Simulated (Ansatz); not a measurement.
## ZnS (P6_3mc), random displacements

These are results of Ansatz 0.2.0, DFT PBE, scalar-relativistic, plane waves, PAW, not measurements. Cutoff 420 eV, Γ-centred 12×12×2 k-points, Gaussian smearing of 0.05 eV. No spin polarisation. Energies are free energies at this smearing, counted from the undisturbed cell; pressure is positive in compression.

Reference structure (relaxed at this level):

```
Zn S
1.0
     3.84672    0.00000    0.00000
    -1.92336    3.33136    0.00000
     0.00000    0.00000   12.59023
Zn S
4 4
Direct
  0.00000 0.00000 0.00005
  0.00000 0.00000 0.50005
  0.33333 0.66667 0.25002
  0.66667 0.33333 0.75002
  0.00000 0.00000 0.18729
  0.00000 0.00000 0.68729
  0.33333 0.66667 0.43764
  0.66667 0.33333 0.93764
```

The atoms are displaced (Å, in the unstrained cell):

```csv
atom,ux,uy,uz
Zn1,0.090,-0.036,0.242
Zn2,-0.190,0.029,-0.172
Zn3,0.114,-0.050,0.030
Zn4,0.223,-0.019,-0.040
S5,0.057,-0.025,0.023
S6,0.125,-0.083,-0.032
S7,-0.178,0.301,-0.067
S8,-0.240,-0.117,0.016
```

Strain (Voigt, engineering shear): (0.0388, -0.0857, -0.0239, 0.0664, 0.0166, -0.0040).

(1) What are the energy change, the stress and the forces?

Answers

(1) ΔE = 205.6 meV/atom; stress (xx, yy, zz, yz, xz, xy; compression positive) (3.93, 13.47, 9.01, -2.93, -2.81, 1.70) GPa; gap on the mesh 1.46 eV.
| atom | Fx (eV/Å) | Fy | Fz |
| --- | --- | --- | --- |
| Zn1 | -1.89 | -1.10 | -2.26 |
| Zn2 | 0.09 | 0.41 | 1.23 |
| Zn3 | -0.32 | 0.68 | -0.09 |
| Zn4 | -0.33 | -2.36 | 1.07 |
| S5 | 0.03 | -0.63 | 1.91 |
| S6 | -0.12 | 2.48 | -1.29 |
| S7 | 0.23 | -0.47 | -0.04 |
| S8 | 2.31 | 0.99 | -0.53 |

Cost: 1 run of about 0.77 core-minutes, on Intel Xeon 6975P-C (Granite Rapids) (shared hosts).